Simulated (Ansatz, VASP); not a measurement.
**CoSi: VASP beside Ansatz**

INCAR

```
PREC     = Accurate       # precision mode
ENCUT    = 600            # plane-wave cutoff, eV
EDIFF    = 1E-7           # SCF threshold, eV
ISMEAR   = 0              # smearing method
SIGMA    = 0.05           # smearing width, eV
LREAL    = False          # projectors in reciprocal space
LASPH    = True           # aspherical terms in the spheres
NELM     = 100            # most SCF steps
ALGO     = Normal         # electronic algorithm
ISIF     = 3              # what is computed and relaxed
LWAVE    = False          # write WAVECAR
LCHARG   = False          # write CHGCAR
GGA      = PE             # functional
IBRION   = 2              # ionic algorithm
NSW      = 80             # ionic steps
EDIFFG   = -0.01          # ionic threshold
```

KPOINTS

```
regular mesh
0
Gamma
  8 8 8
```

The input POSCAR:

```
CoSi
1.0
    4.4380000000      0.0000000000      0.0000000000
    0.0000000000      4.4380000000      0.0000000000
    0.0000000000      0.0000000000      4.4380000000
Co Si
4 4
Direct
    0.1400000000      0.1400000000      0.1400000000
    0.3600000000      0.8600000000      0.6400000000
    0.6400000000      0.3600000000      0.8600000000
    0.8600000000      0.6400000000      0.3600000000
    0.8430000000      0.8430000000      0.8430000000
    0.6570000000      0.1570000000      0.3430000000
    0.3430000000      0.6570000000      0.1570000000
    0.1570000000      0.3430000000      0.6570000000
```

Input for Ansatz:

```yaml
crystal:
  lattice:
    - [4.438, 0.0, 0.0]
    - [0.0, 4.438, 0.0]
    - [0.0, 0.0, 4.438]
  atoms:
    - { symbol: Co, position: [0.14, 0.14, 0.14] }
    - { symbol: Co, position: [0.36, 0.86, 0.64] }
    - { symbol: Co, position: [0.64, 0.36, 0.86] }
    - { symbol: Co, position: [0.86, 0.64, 0.36] }
    - { symbol: Si, position: [0.843, 0.843, 0.843] }
    - { symbol: Si, position: [0.657, 0.157, 0.343] }
    - { symbol: Si, position: [0.343, 0.657, 0.157] }
    - { symbol: Si, position: [0.157, 0.343, 0.657] }
basis:
  ecutwfc: 420
  ecutrho_ratio: 4
kpoints:
  mp_grid: { grid: [8, 8, 8] }
hamiltonian:
  xc: pbe
scf:
  occupations: { method: gaussian, width: 0.05 }
output:
  forces: true
  stress: true
  eigenvalues: true
relax:
  f_tol: 0.01
  max_steps: 60
  cell: { stress_tol: 0.04 }
```

Alike in both runs: task relaxation of cell and atoms; functional PBE; k mesh 8 × 8 × 8; occupations gaussian, width 0.05 eV; no spin polarisation.

|  | VASP | Ansatz |
| --- | --- | --- |
| version | VASP 6.6.1 | Ansatz 0.2.0 |
| potentials or method | VASP PAW PBE potentials, release 64 (Co, Si) | scalar-relativistic, plane waves, PAW |
| plane-wave cutoff (eV) | 600 | 420 |
| valence electrons in the cell | 52 | 84 |

```csv
,VASP,Ansatz,Ansatz less VASP
"gap on the k mesh at the Fermi level, each at its own relaxed structure (eV)",none,none,-
relaxed volume (Å³/atom),10.86,10.87,+0.010
relaxed cell length with the largest relative difference (Å),4.429,4.431,+0.0013
energy change over the relaxation (meV/atom),-3,-3,+0.1
```

A gap of «none» marks a metal or a gap that the smearing closes. The two sets of potentials don't hold the same shells in valence.

Spin polarisation is off, so any magnetic state and its effect on volume and gap are missing.
